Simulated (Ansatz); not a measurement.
# Ti: equation of state, part 2 of 3

How stiff is Ti, and at what volume does the pressure vanish? The cell is scaled evenly, atoms carried along, and solved with LAPW, PAW and all-electron datasets made for the crystal.

Ansatz 0.2.0; DFT LDA; a database cell (COD). «Crystal datasets» are all-electron PAW datasets made for this crystal.

**15. Volume × 0.98, crystal datasets**

This is Ti in the fcc structure; at room conditions it is hcp.

Contents of input.yaml:

```yaml
crystal:
  lattice:
    - [0.0, 2.0163754284, 2.0163754284]
    - [2.0163754284, 0.0, 2.0163754284]
    - [2.0163754284, 2.0163754284, 0.0]
  atoms:
    - { symbol: Ti, position: [0.0, 0.0, 0.0] }
kpoints:
  mp_grid: { grid: [15, 15, 15] }
scf:
  occupations: { method: fermi_dirac, width: 0.05 }
hamiltonian:
  xc: lda
  pseudopotentials: { kind: all_electron, datasets: crystal }
output:
  forces: true
  stress: true
  eigenvalues: true
  efg: { contact_densities: true }
```

Started as:

```
ansatz run input.yaml --threads 1 --pin off --max-ram 3072MiB --backend cpu --events-out ev --progress --plain --runs-dir out
```

Standard output (excerpt; [...] marks lines left out):

```text
[...]
band count auto-derived: 7 (N_el = 4.0; filled up to band 2; 6 by the electrons, moments and atoms)
[...]
Pseudopotentials: kind: all_electron
Pseudopotential: Ti, paw, valence charge 12, recommended cutoff 280 eV (normal), Koelling and Harmon's equation, gaussian nucleus
Functional definition: SPW92
[...]
Crystal: 1 atoms, lattice volume = 16.396 Å³
Basis set: ecut = 280 eV, 169 PW (Γ)
[...]
  P = ⅓ Tr σ = -2.6167 GPa (-26.167 kbar)
  It holds what live shells' own plane waves past their cutoff add
--- PAW observables at the nuclei: V_zz in 10²¹ V/m², potentials from the cell's mean, atoms counted from 1 ---
  atom   1  Ti V_zz =    +0.000000   η = 0.0000   by run symmetry: forbidden
            electrostatic potential = -2529.136515 V   contact ρ = 56473.178744 e/Å³
--- Band table (eV; the first three rows and the last of 120) ---
  k-point 0: bands = ["8.1959", "15.2056", "15.2056", "15.2056", "16.9511"]
[...]
```

Run time: 2.8 s. Hardware: 1 thread of Arm Neoverse V2, shared host; peak memory 0.31 GiB.

This run gives: pressure -2.62 GPa; no gap.

**16. Volume × 0.99, LAPW**

Contents of input.yaml:

```yaml
crystal:
  lattice:
    - [0.0, 2.0232106516, 2.0232106516]
    - [2.0232106516, 0.0, 2.0232106516]
    - [2.0232106516, 2.0232106516, 0.0]
  atoms:
    - { symbol: Ti, position: [0.0, 0.0, 0.0] }
kpoints:
  mp_grid: { grid: [15, 15, 15] }
  band_path:
    path:
      - [0.0, 0.0, 0.0]
      - [0.5, 0.0, 0.5]
      - [0.625, 0.25, 0.625]
      - [0.375, 0.375, 0.75]
      - [0.0, 0.0, 0.0]
      - [0.5, 0.5, 0.5]
      - [0.5, 0.25, 0.75]
      - [0.5, 0.0, 0.5]
    npoints: 5
scf:
  occupations: { method: fermi_dirac, width: 0.05 }
hamiltonian:
  xc: lda
  pseudopotentials: { kind: all_electron, lapw: { basis_error: 0.00025 } }
output:
  forces: true
  stress: true
  eigenvalues: true
```

Started as:

```
ansatz run input.yaml --threads 1 --pin off --max-ram 3072MiB --backend cpu --events-out ev --progress --plain --runs-dir out
```

Standard output (excerpt; [...] marks lines left out):

```text
LAPW: plane waves up to 8.277 Å⁻¹, error target 2.5e-4 eV per atom; small_component_spin mean_spin; Ti in spheres of 1.431 Å, 12 of its electrons in bands, Dirac shells []
[...]
[... 3 set-up lines as earlier in the session ...]
[...]
Crystal: 1 atoms, lattice volume = 16.564 Å³
[...]
--- Forces (eV/Å), atoms counted from 1 ---
  atom   1  Ti    -0.00000000    -0.00000000    -0.00000000
[...]
--- Stress (GPa, compression-positive) ---
       -3.745713       0.000000      -0.000000
        0.000000      -3.745713      -0.000000
       -0.000000      -0.000000      -3.745713
  P = ⅓ Tr σ = -3.7457 GPa (-37.457 kbar)
--- Band table (eV; the first three rows and the last of 120) ---
  k-point 0: bands = ["-41.8617", "-17.9709", "-17.9709", "-17.9709", "8.0439", "15.0284", "15.0284", "15.0284", "16.7493", "16.7493"]
[...]
```

It took 7.5 s on 1 thread of Arm Neoverse V2, shared host; peak memory 0.28 GiB.

In short: pressure -3.75 GPa; no gap.

**17. Volume × 0.99, PAW**

Contents of input.yaml:

```yaml
crystal:
  lattice:
    - [0.0, 2.0232106516, 2.0232106516]
    - [2.0232106516, 0.0, 2.0232106516]
    - [2.0232106516, 2.0232106516, 0.0]
  atoms:
    - { symbol: Ti, position: [0.0, 0.0, 0.0] }
kpoints:
  mp_grid: { grid: [15, 15, 15] }
scf:
  occupations: { method: fermi_dirac, width: 0.05 }
hamiltonian:
  xc: lda
  pseudopotentials: { kind: paw }
output:
  forces: true
  stress: true
  eigenvalues: true
  efg: { contact_densities: true }
```

Started as:

```
ansatz run input.yaml --threads 1 --pin off --max-ram 3072MiB --backend cpu --events-out ev --progress --plain --runs-dir out
```

Standard output (excerpt; [...] marks lines left out):

```text
[...]
[... 3 set-up lines as earlier in the session ...]
[...]
Crystal: 1 atoms, lattice volume = 16.564 Å³
Basis set: ecut = 420 eV, 331 PW (Γ)
Bands: 10, of which v1, the nominal top of the filled ones, is band 6 counted from 1 (5 counted from 0)
[... 1 set-up line as earlier in the session ...]
[...]
  P = ⅓ Tr σ = -3.7562 GPa (-37.562 kbar)
--- PAW observables at the nuclei: V_zz in 10²¹ V/m², potentials from the cell's mean, atoms counted from 1 ---
  atom   1  Ti V_zz =    +0.000000   η = 0.0000   by run symmetry: forbidden
            electrostatic potential = -2531.978742 V   contact ρ = 56426.497204 e/Å³
--- Band table (eV; the first three rows and the last of 120) ---
  k-point 0: bands = ["-42.3111", "-18.4171", "-18.4171", "-18.4171", "7.6052", "14.5893", "14.5893", "14.5893", "16.3089", "16.3089"]
[...]
```

It took 1.8 s on 1 thread of Arm Neoverse V2, shared host; peak memory 0.31 GiB.

Result: pressure -3.76 GPa; no gap.

**18. Volume × 0.99, crystal datasets**

input.yaml: that of step 17 with these lines changed.

```diff
@@ -13,3 +13,3 @@
   xc: lda
-  pseudopotentials: { kind: paw }
+  pseudopotentials: { kind: all_electron, datasets: crystal }
 output:
```

Started as:

```
ansatz run input.yaml --threads 1 --pin off --max-ram 3072MiB --backend cpu --events-out ev --progress --plain --runs-dir out
```

Standard output (excerpt; [...] marks lines left out):

```text
[...]
band count auto-derived: 7 (N_el = 4.0; filled up to band 2; 6 by the electrons, moments and atoms)
[...]
[... 3 set-up lines as earlier in the session ...]
[...]
Crystal: 1 atoms, lattice volume = 16.564 Å³
Basis set: ecut = 280 eV, 169 PW (Γ)
[...]
  P = ⅓ Tr σ = -3.7433 GPa (-37.433 kbar)
  It holds what live shells' own plane waves past their cutoff add
--- PAW observables at the nuclei: V_zz in 10²¹ V/m², potentials from the cell's mean, atoms counted from 1 ---
  atom   1  Ti V_zz =    -0.000000   η = 0.0000   by run symmetry: forbidden
            electrostatic potential = -2528.932206 V   contact ρ = 56473.031257 e/Å³
--- Band table (eV; the first three rows and the last of 120) ---
  k-point 0: bands = ["8.0439", "15.0283", "15.0283", "15.0283", "16.7491"]
[...]
```

Run time: 2.9 s. Hardware: 1 thread of Arm Neoverse V2, shared host; peak memory 0.32 GiB.

Read from it: pressure -3.74 GPa; no gap.

**19. Volume × 1.01, LAPW**

Contents of input.yaml:

```yaml
crystal:
  lattice:
    - [0.0, 2.0367442356, 2.0367442356]
    - [2.0367442356, 0.0, 2.0367442356]
    - [2.0367442356, 2.0367442356, 0.0]
  atoms:
    - { symbol: Ti, position: [0.0, 0.0, 0.0] }
kpoints:
  mp_grid: { grid: [15, 15, 15] }
  band_path:
    path:
      - [0.0, 0.0, 0.0]
      - [0.5, 0.0, 0.5]
      - [0.625, 0.25, 0.625]
      - [0.375, 0.375, 0.75]
      - [0.0, 0.0, 0.0]
      - [0.5, 0.5, 0.5]
      - [0.5, 0.25, 0.75]
      - [0.5, 0.0, 0.5]
    npoints: 5
scf:
  occupations: { method: fermi_dirac, width: 0.05 }
hamiltonian:
  xc: lda
  pseudopotentials: { kind: all_electron, lapw: { basis_error: 0.00025 } }
output:
  forces: true
  stress: true
  eigenvalues: true
```

Started as:

```
ansatz run input.yaml --threads 1 --pin off --max-ram 3072MiB --backend cpu --events-out ev --progress --plain --runs-dir out
```

Standard output (excerpt; [...] marks lines left out):

```text
LAPW: plane waves up to 8.221 Å⁻¹, error target 2.5e-4 eV per atom; small_component_spin mean_spin; Ti in spheres of 1.440 Å, 12 of its electrons in bands, Dirac shells []
[...]
[... 3 set-up lines as earlier in the session ...]
[...]
Crystal: 1 atoms, lattice volume = 16.898 Å³
[...]
--- Forces (eV/Å), atoms counted from 1 ---
  atom   1  Ti    -0.00000000    -0.00000000    -0.00000000
[...]
--- Stress (GPa, compression-positive) ---
       -5.852255       0.000000       0.000000
        0.000000      -5.852255       0.000000
        0.000000       0.000000      -5.852255
  P = ⅓ Tr σ = -5.8523 GPa (-58.523 kbar)
--- Band table (eV; the first three rows and the last of 120) ---
  k-point 0: bands = ["-42.2281", "-18.3634", "-18.3634", "-18.3634", "7.7504", "14.6832", "14.6832", "14.6832", "16.3563", "16.3563"]
[...]
```

Wall time 7.6 s (1 thread of Arm Neoverse V2, shared host); peak memory 0.28 GiB.

Result: pressure -5.85 GPa; no gap.

**20. Volume × 1.01, PAW**

Contents of input.yaml:

```yaml
crystal:
  lattice:
    - [0.0, 2.0367442356, 2.0367442356]
    - [2.0367442356, 0.0, 2.0367442356]
    - [2.0367442356, 2.0367442356, 0.0]
  atoms:
    - { symbol: Ti, position: [0.0, 0.0, 0.0] }
kpoints:
  mp_grid: { grid: [15, 15, 15] }
scf:
  occupations: { method: fermi_dirac, width: 0.05 }
hamiltonian:
  xc: lda
  pseudopotentials: { kind: paw }
output:
  forces: true
  stress: true
  eigenvalues: true
  efg: { contact_densities: true }
```

Started as:

```
ansatz run input.yaml --threads 1 --pin off --max-ram 3072MiB --backend cpu --events-out ev --progress --plain --runs-dir out
```

Standard output (excerpt; [...] marks lines left out):

```text
[...]
[... 3 set-up lines as earlier in the session ...]
[...]
Crystal: 1 atoms, lattice volume = 16.898 Å³
Basis set: ecut = 420 eV, 331 PW (Γ)
Bands: 10, of which v1, the nominal top of the filled ones, is band 6 counted from 1 (5 counted from 0)
[... 1 set-up line as earlier in the session ...]
[...]
  P = ⅓ Tr σ = -5.8619 GPa (-58.619 kbar)
--- PAW observables at the nuclei: V_zz in 10²¹ V/m², potentials from the cell's mean, atoms counted from 1 ---
  atom   1  Ti V_zz =    +0.000000   η = 0.0000   by run symmetry: forbidden
            electrostatic potential = -2531.580566 V   contact ρ = 56426.207000 e/Å³
--- Band table (eV; the first three rows and the last of 120) ---
  k-point 0: bands = ["-42.6684", "-18.8005", "-18.8005", "-18.8005", "7.3209", "14.2532", "14.2532", "14.2532", "15.9250", "15.9250"]
[...]
```

Run time: 1.9 s. Hardware: 1 thread of Arm Neoverse V2, shared host; peak memory 0.31 GiB.

In short: pressure -5.86 GPa; no gap.

**21. Volume × 1.01, crystal datasets**

input.yaml: that of step 20 with these lines changed.

```diff
@@ -13,3 +13,3 @@
   xc: lda
-  pseudopotentials: { kind: paw }
+  pseudopotentials: { kind: all_electron, datasets: crystal }
 output:
```

Started as:

```
ansatz run input.yaml --threads 1 --pin off --max-ram 3072MiB --backend cpu --events-out ev --progress --plain --runs-dir out
```

Standard output (excerpt; [...] marks lines left out):

```text
[...]
band count auto-derived: 7 (N_el = 4.0; filled up to band 2; 6 by the electrons, moments and atoms)
[...]
[... 1 set-up line as earlier in the session ...]
Pseudopotential: Ti, paw, valence charge 12, recommended cutoff 260 eV (normal), Koelling and Harmon's equation, gaussian nucleus
[... 1 set-up line as earlier in the session ...]
[...]
Crystal: 1 atoms, lattice volume = 16.898 Å³
Basis set: ecut = 260 eV, 169 PW (Γ)
[...]
  P = ⅓ Tr σ = -5.8502 GPa (-58.502 kbar)
  It holds what live shells' own plane waves past their cutoff add
--- PAW observables at the nuclei: V_zz in 10²¹ V/m², potentials from the cell's mean, atoms counted from 1 ---
  atom   1  Ti V_zz =    +0.000000   η = 0.0000   by run symmetry: forbidden
            electrostatic potential = -2528.534779 V   contact ρ = 56472.762182 e/Å³
--- Band table (eV; the first three rows and the last of 120) ---
  k-point 0: bands = ["7.7504", "14.6830", "14.6830", "14.6830", "16.3561"]
[...]
```

Wall time 3.3 s (1 thread of Arm Neoverse V2, shared host); peak memory 0.31 GiB.

Read from it: pressure -5.85 GPa; no gap.

**22. Volume × 1.02, LAPW**

Contents of input.yaml:

```yaml
crystal:
  lattice:
    - [0.0, 2.0434441004, 2.0434441004]
    - [2.0434441004, 0.0, 2.0434441004]
    - [2.0434441004, 2.0434441004, 0.0]
  atoms:
    - { symbol: Ti, position: [0.0, 0.0, 0.0] }
kpoints:
  mp_grid: { grid: [15, 15, 15] }
  band_path:
    path:
      - [0.0, 0.0, 0.0]
      - [0.5, 0.0, 0.5]
      - [0.625, 0.25, 0.625]
      - [0.375, 0.375, 0.75]
      - [0.0, 0.0, 0.0]
      - [0.5, 0.5, 0.5]
      - [0.5, 0.25, 0.75]
      - [0.5, 0.0, 0.5]
    npoints: 5
scf:
  occupations: { method: fermi_dirac, width: 0.05 }
hamiltonian:
  xc: lda
  pseudopotentials: { kind: all_electron, lapw: { basis_error: 0.00025 } }
output:
  forces: true
  stress: true
  eigenvalues: true
```

Started as:

```
ansatz run input.yaml --threads 1 --pin off --max-ram 3072MiB --backend cpu --events-out ev --progress --plain --runs-dir out
```

Standard output (excerpt; [...] marks lines left out):

```text
LAPW: plane waves up to 8.194 Å⁻¹, error target 2.5e-4 eV per atom; small_component_spin mean_spin; Ti in spheres of 1.445 Å, 12 of its electrons in bands, Dirac shells []
[...]
[... 3 set-up lines as earlier in the session ...]
[...]
Crystal: 1 atoms, lattice volume = 17.065 Å³
[...]
--- Forces (eV/Å), atoms counted from 1 ---
  atom   1  Ti    -0.00000000     0.00000000    -0.00000000
[...]
--- Stress (GPa, compression-positive) ---
       -6.836405       0.000000       0.000000
        0.000000      -6.836405       0.000000
        0.000000       0.000000      -6.836405
  P = ⅓ Tr σ = -6.8364 GPa (-68.364 kbar)
--- Band table (eV; the first three rows and the last of 120) ---
  k-point 0: bands = ["-42.4067", "-18.5542", "-18.5542", "-18.5542", "7.6087", "14.5151", "14.5151", "14.5151", "16.1652", "16.1652"]
[...]
```

Wall time 7.6 s (1 thread of Arm Neoverse V2, shared host); peak memory 0.28 GiB.

Read from it: pressure -6.84 GPa; no gap.

**23. Volume × 1.02, PAW**

Contents of input.yaml:

```yaml
crystal:
  lattice:
    - [0.0, 2.0434441004, 2.0434441004]
    - [2.0434441004, 0.0, 2.0434441004]
    - [2.0434441004, 2.0434441004, 0.0]
  atoms:
    - { symbol: Ti, position: [0.0, 0.0, 0.0] }
kpoints:
  mp_grid: { grid: [15, 15, 15] }
scf:
  occupations: { method: fermi_dirac, width: 0.05 }
hamiltonian:
  xc: lda
  pseudopotentials: { kind: paw }
output:
  forces: true
  stress: true
  eigenvalues: true
  efg: { contact_densities: true }
```

Started as:

```
ansatz run input.yaml --threads 1 --pin off --max-ram 3072MiB --backend cpu --events-out ev --progress --plain --runs-dir out
```

Standard output (excerpt; [...] marks lines left out):

```text
[...]
[... 3 set-up lines as earlier in the session ...]
[...]
Crystal: 1 atoms, lattice volume = 17.065 Å³
Basis set: ecut = 420 eV, 331 PW (Γ)
Bands: 10, of which v1, the nominal top of the filled ones, is band 6 counted from 1 (5 counted from 0)
[... 1 set-up line as earlier in the session ...]
[...]
  P = ⅓ Tr σ = -6.8453 GPa (-68.453 kbar)
--- PAW observables at the nuclei: V_zz in 10²¹ V/m², potentials from the cell's mean, atoms counted from 1 ---
  atom   1  Ti V_zz =    -0.000000   η = 0.0000   by run symmetry: forbidden
            electrostatic potential = -2531.386490 V   contact ρ = 56426.064198 e/Å³
--- Band table (eV; the first three rows and the last of 120) ---
  k-point 0: bands = ["-42.8426", "-18.9870", "-18.9870", "-18.9870", "7.1835", "14.0896", "14.0896", "14.0896", "15.7383", "15.7383"]
[...]
```

Wall time 1.9 s (1 thread of Arm Neoverse V2, shared host); peak memory 0.31 GiB.

This run gives: pressure -6.85 GPa; no gap.

**24. Volume × 1.02, crystal datasets**

input.yaml: that of step 23 with these lines changed.

```diff
@@ -13,3 +13,3 @@
   xc: lda
-  pseudopotentials: { kind: paw }
+  pseudopotentials: { kind: all_electron, datasets: crystal }
 output:
```

Started as:

```
ansatz run input.yaml --threads 1 --pin off --max-ram 3072MiB --backend cpu --events-out ev --progress --plain --runs-dir out
```

Standard output (excerpt; [...] marks lines left out):

```text
[...]
band count auto-derived: 7 (N_el = 4.0; filled up to band 2; 6 by the electrons, moments and atoms)
[...]
[... 3 set-up lines as earlier in the session ...]
[...]
Crystal: 1 atoms, lattice volume = 17.065 Å³
Basis set: ecut = 260 eV, 169 PW (Γ)
[...]
  P = ⅓ Tr σ = -6.8343 GPa (-68.343 kbar)
  It holds what live shells' own plane waves past their cutoff add
--- PAW observables at the nuclei: V_zz in 10²¹ V/m², potentials from the cell's mean, atoms counted from 1 ---
  atom   1  Ti V_zz =    -0.000000   η = 0.0000   by run symmetry: forbidden
            electrostatic potential = -2528.341134 V   contact ρ = 56472.622920 e/Å³
--- Band table (eV; the first three rows and the last of 120) ---
  k-point 0: bands = ["7.6087", "14.5149", "14.5149", "14.5149", "16.1649"]
[...]
```

It took 3.6 s on 1 thread of Arm Neoverse V2, shared host; peak memory 0.31 GiB.

This run gives: pressure -6.83 GPa; no gap.

**25. Volume × 1.03, LAPW**

Contents of input.yaml:

```yaml
crystal:
  lattice:
    - [0.0, 2.0501003171, 2.0501003171]
    - [2.0501003171, 0.0, 2.0501003171]
    - [2.0501003171, 2.0501003171, 0.0]
  atoms:
    - { symbol: Ti, position: [0.0, 0.0, 0.0] }
kpoints:
  mp_grid: { grid: [15, 15, 15] }
scf:
  occupations: { method: fermi_dirac, width: 0.05 }
hamiltonian:
  xc: lda
  pseudopotentials: { kind: all_electron, lapw: { basis_error: 0.00025 } }
output:
  forces: true
  stress: true
  eigenvalues: true
```

Started as:

```
ansatz run input.yaml --threads 1 --pin off --max-ram 3072MiB --backend cpu --events-out ev --progress --plain --runs-dir out
```

Standard output (excerpt; [...] marks lines left out):

```text
LAPW: plane waves up to 8.167 Å⁻¹, error target 2.5e-4 eV per atom; small_component_spin mean_spin; Ti in spheres of 1.450 Å, 12 of its electrons in bands, Dirac shells []
[...]
[... 3 set-up lines as earlier in the session ...]
[...]
Crystal: 1 atoms, lattice volume = 17.233 Å³
[...]
--- Forces (eV/Å), atoms counted from 1 ---
  atom   1  Ti    -0.00000000     0.00000000     0.00000000
[...]
--- Stress (GPa, compression-positive) ---
       -7.776879      -0.000000       0.000000
       -0.000000      -7.776879       0.000000
        0.000000       0.000000      -7.776879
  P = ⅓ Tr σ = -7.7769 GPa (-77.769 kbar)
--- Band table (eV; the first three rows and the last of 120) ---
  k-point 0: bands = ["-42.5823", "-18.7415", "-18.7415", "-18.7415", "7.4701", "14.3500", "14.3500", "14.3500", "15.9775", "15.9775"]
[...]
```

Run time: 7.4 s. Hardware: 1 thread of Arm Neoverse V2, shared host; peak memory 0.27 GiB.

In short: pressure -7.78 GPa; no gap.

**26. Volume × 1.03, PAW**

input.yaml: that of step 25 with these lines changed.

```diff
@@ -13,3 +13,3 @@
   xc: lda
-  pseudopotentials: { kind: all_electron, lapw: { basis_error: 0.00025 } }
+  pseudopotentials: { kind: paw }
 output:
@@ -18 +18,6 @@
   eigenvalues: true
+  efg: { contact_densities: true }
+  write_density: true
+  write_potential: true
+  elf: true
+  volumetric_format: npy
```

Started as:

```
ansatz run input.yaml --threads 1 --pin off --max-ram 3072MiB --backend cpu --events-out ev --progress --plain --runs-dir out
```

Standard output (excerpt; [...] marks lines left out):

```text
[...]
[... 3 set-up lines as earlier in the session ...]
[...]
Crystal: 1 atoms, lattice volume = 17.233 Å³
Basis set: ecut = 420 eV, 331 PW (Γ)
Bands: 10, of which v1, the nominal top of the filled ones, is band 6 counted from 1 (5 counted from 0)
[... 1 set-up line as earlier in the session ...]
[...]
  P = ⅓ Tr σ = -7.7854 GPa (-77.854 kbar)
--- PAW observables at the nuclei: V_zz in 10²¹ V/m², potentials from the cell's mean, atoms counted from 1 ---
  atom   1  Ti V_zz =    -0.000000   η = 0.0000   by run symmetry: forbidden
            electrostatic potential = -2531.196212 V   contact ρ = 56425.924258 e/Å³
--- Band table (eV; the first three rows and the last of 120) ---
  k-point 0: bands = ["-43.0139", "-19.1700", "-19.1700", "-19.1700", "7.0493", "13.9288", "13.9288", "13.9288", "15.5550", "15.5550"]
[...]
```

Run time: 2.1 s. Hardware: 1 thread of Arm Neoverse V2, shared host; peak memory 0.32 GiB.

Read from it: pressure -7.79 GPa; no gap.

**27. Volume × 1.04, LAPW**

Contents of input.yaml:

```yaml
crystal:
  lattice:
    - [0.0, 2.0567135898, 2.0567135898]
    - [2.0567135898, 0.0, 2.0567135898]
    - [2.0567135898, 2.0567135898, 0.0]
  atoms:
    - { symbol: Ti, position: [0.0, 0.0, 0.0] }
kpoints:
  mp_grid: { grid: [15, 15, 15] }
  band_path:
    path:
      - [0.0, 0.0, 0.0]
      - [0.5, 0.0, 0.5]
      - [0.625, 0.25, 0.625]
      - [0.375, 0.375, 0.75]
      - [0.0, 0.0, 0.0]
      - [0.5, 0.5, 0.5]
      - [0.5, 0.25, 0.75]
      - [0.5, 0.0, 0.5]
    npoints: 5
scf:
  occupations: { method: fermi_dirac, width: 0.05 }
hamiltonian:
  xc: lda
  pseudopotentials: { kind: all_electron, lapw: { basis_error: 0.00025 } }
output:
  forces: true
  stress: true
  eigenvalues: true
```

Started as:

```
ansatz run input.yaml --threads 1 --pin off --max-ram 3072MiB --backend cpu --events-out ev --progress --plain --runs-dir out
```

Standard output (excerpt; [...] marks lines left out):

```text
LAPW: plane waves up to 8.140 Å⁻¹, error target 2.5e-4 eV per atom; small_component_spin mean_spin; Ti in spheres of 1.454 Å, 12 of its electrons in bands, Dirac shells []
[...]
[... 3 set-up lines as earlier in the session ...]
[...]
Crystal: 1 atoms, lattice volume = 17.400 Å³
[...]
--- Forces (eV/Å), atoms counted from 1 ---
  atom   1  Ti    -0.00000000     0.00000000     0.00000000
[...]
--- Stress (GPa, compression-positive) ---
       -8.675444       0.000000       0.000000
        0.000000      -8.675444      -0.000000
        0.000000      -0.000000      -8.675444
  P = ⅓ Tr σ = -8.6754 GPa (-86.754 kbar)
--- Band table (eV; the first three rows and the last of 120) ---
  k-point 0: bands = ["-42.7549", "-18.9255", "-18.9255", "-18.9255", "7.3346", "14.1878", "14.1878", "14.1878", "15.7932", "15.7932"]
[...]
```

It took 8.3 s on 1 thread of Arm Neoverse V2, shared host; peak memory 0.28 GiB.

Read from it: pressure -8.68 GPa; no gap.

[end of part 2 of 3]
